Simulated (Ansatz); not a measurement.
A relaxation computed with Ansatz, from input to last step.

```yaml
crystal:
  lattice:
    - [1.5659408081, 0.9040963471, 4.9356603843]
    - [-1.5659408081, 0.9040963471, 4.9356603843]
    - [0.0, -1.8081926942, 4.9356603843]
  atoms:
    - { symbol: Ti, position: [0.2440383267, 0.2440383267, 0.2440383267] }
    - { symbol: Ti, position: [0.7559616733, 0.7559616733, 0.7559616733] }
    - { symbol: C, position: [0.5, 0.5, 0.5] }
basis:
  ecutwfc: 500
kpoints:
  mp_grid: { grid: [18, 18, 18] }
hamiltonian:
  xc: r2scan
scf:
  occupations: { method: gaussian, width: 0.1 }
output:
  forces: true
  stress: true
  eigenvalues: true
relax:
  adjacent_minimum: "off"
  f_tol: 0.01
  max_steps: 30
  cell: { stress_tol: 0.1, fix: [volume] }
```

```bash
ansatz run input.yaml --threads 1 --pin off --max-ram 2560MiB --backend cpu --events-out ev --progress --plain --runs-dir out
```

All numbers below come from Ansatz 0.2.0, DFT r2SCAN, scalar-relativistic, plane waves, PAW.

The volume is held at 1.06 times that of the relaxed cell.

Of 4 frames 3 are shown, positions in Å and forces in eV/Å; the SCF threshold varies from step to step. Steps run on the plane waves of an earlier cell, with a Pulay correction in the pressure. The basis is chosen afresh for the last frame, the zero of the energies, and at times for earlier ones too; energy and pressure step there, also at an unchanged geometry.

```xyz
3
Lattice="1.5659 0.9041 4.9357 -1.5659 0.9041 4.9357 0.0000 -1.8082 4.9357" Properties=species:S:1:pos:R:3:forces:R:3 pbc="T T T" step=1 free_energy_over_end_meV_per_atom=1.89 pressure_GPa=-8.61
Ti    0.0000    0.0000    3.6135    0.0000    0.0000   -0.3083
Ti    0.0000    0.0000   11.1935    0.0000    0.0000    0.3083
C     0.0000    0.0000    7.4035    0.0000    0.0000    0.0000
3
Lattice="1.5622 0.9020 4.9590 -1.5622 0.9020 4.9590 0.0000 -1.8039 4.9590" Properties=species:S:1:pos:R:3:forces:R:3 pbc="T T T" step=2 free_energy_over_end_meV_per_atom=0.07 pressure_GPa=-6.81
Ti    0.0000    0.0000    3.6093    0.0000    0.0000    0.0649
Ti    0.0000    0.0000   11.2678    0.0000    0.0000   -0.0649
C     0.0000    0.0000    7.4385    0.0000    0.0000    0.0000
3
Lattice="1.5622 0.9019 4.9594 -1.5622 0.9019 4.9594 0.0000 -1.8039 4.9594" Properties=species:S:1:pos:R:3:forces:R:3 pbc="T T T" step=4 free_energy_over_end_meV_per_atom=0.00 pressure_GPa=-7.11
Ti    0.0000    0.0000    3.6131    0.0000    0.0000   -0.0060
Ti    0.0000    0.0000   11.2652    0.0000    0.0000    0.0060
C     0.0000    0.0000    7.4391    0.0000    0.0000    0.0000
```

The run took 2.1 min on 1 thread of Intel(R) Xeon(R) Platinum 8488C (Sapphire Rapids) (shared host), peak memory 0.91 GiB.